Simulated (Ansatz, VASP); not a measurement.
WSe2: VASP beside Ansatz

```xyz
6
Lattice="3.2787 0.0000 0.0000 -1.6394 2.8395 0.0000 0.0000 0.0000 13.9490" Properties=species:S:1:pos:R:3 pbc="T T T"
W     0.0000    1.8930    3.4873
W     1.6394    0.9465   10.4618
Se    0.0000    1.8930    8.7900
Se    1.6394    0.9465    1.8155
Se    0.0000    1.8930   12.1335
Se    1.6394    0.9465    5.1590
```

Alike in both runs: functional PBEsol; k mesh 12 × 12 × 2; occupations gaussian, width 0.02 eV; no spin polarisation.

Ansatz relaxed the structure, and its values are those at the end. VASP's run is a single point on that final structure, the one shown.

```csv
,VASP,Ansatz
version,VASP 6.6.1,Ansatz 0.2.0
potentials or method,"VASP PAW PBE potentials, release 64 (W_sv, Se)","scalar-relativistic, plane waves, PAW"
plane-wave cutoff (eV),520,420
valence electrons in the cell,52,92
```

Ansatz gave:

| Item | Value |
| --- | --- |
| gap on the k mesh at the Fermi level (eV) | 1.29 |
| least direct gap on the mesh (eV) | 1.60 |
| pressure (GPa) | -0.6 |
| rms of the force components (eV/Å) | 0.004 |

Estimate VASP's values.

gap on the k mesh at the Fermi level (eV): 1.28; least direct gap on the mesh (eV): 1.60; pressure (GPa): -0.2; rms of the force components (eV/Å): 0.032.

The functional is the same, so the differences come from potentials, cutoffs and numerics. The two sets of potentials don't hold the same shells in valence.

Caveats: the PAW data sets were made with another functional, which shifts forces and pressure a little (VASP); spin-orbit coupling is left out, which moves the levels of the heavy elements; this functional lacks dispersion, which binds the layers, so the pressure and a relaxed spacing across them are unreliable. A k mesh can miss the band edges.
